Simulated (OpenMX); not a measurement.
Runs of OpenMX 3.8.5 on HfC. The structure is cubic, space group Fm-3m (No. 225). The conventional cell has a = 4.650 Å, b = 4.650 Å, c = 4.650 Å, α = 90.00°, β = 90.00°, γ = 90.00°. Hf (site symmetry m-3m) has 6 C at 2.33 Å as nearest neighbours. C (site symmetry m-3m) has 6 Hf at 2.33 Å as nearest neighbours. 

| task | level | potentials or basis | max SCF cycles | grid points, held for all volumes | pressure (GPa) | V0 of scaled cells (Å³/atom) | B0 (GPa) |
| --- | --- | --- | --- | --- | --- | --- | --- |
| band structure | LDA | OpenMX 2013 LDA set, Hf7.0-s3p2d2f1, C6.0-s2p2d1, grid cutoff 400 Ry | 100 | - | (b) | - | - |
| equation of state | LDA | OpenMX 2013 LDA set, Hf7.0-s3p2d2f1, C6.0-s2p2d1, fixed grid of 32 × 32 × 32 points | - | 32 × 32 × 32 | - | 12.00 | 260 |
| band structure | PBE | OpenMX 2013 PBE set, Hf7.0-s3p2d2f2, C6.0-s3p2d2, grid cutoff 400 Ry | 100 | - | -1.0 | - | - |
| equation of state | PBE | OpenMX 2013 PBE set, Hf7.0-s3p2d2f1, C6.0-s2p2d1, fixed grid of 32 × 32 × 32 points | - | 32 × 32 × 32 | - | 12.55 | (a) |

Alike in all rows: no spin polarisation; cell as given; k mesh 11 × 11 × 11; smearing fermi-dirac 0.05 eV.

**Question.** Fill in the values left out.

**Answer.** (a) 241; (b) -11.1.

Caveats: the basis of atomic orbitals isn't converged, which shifts pressures, moduli and gaps; volumes in these bases differ from converged ones by about 1 %, for some elements by several (some runs).
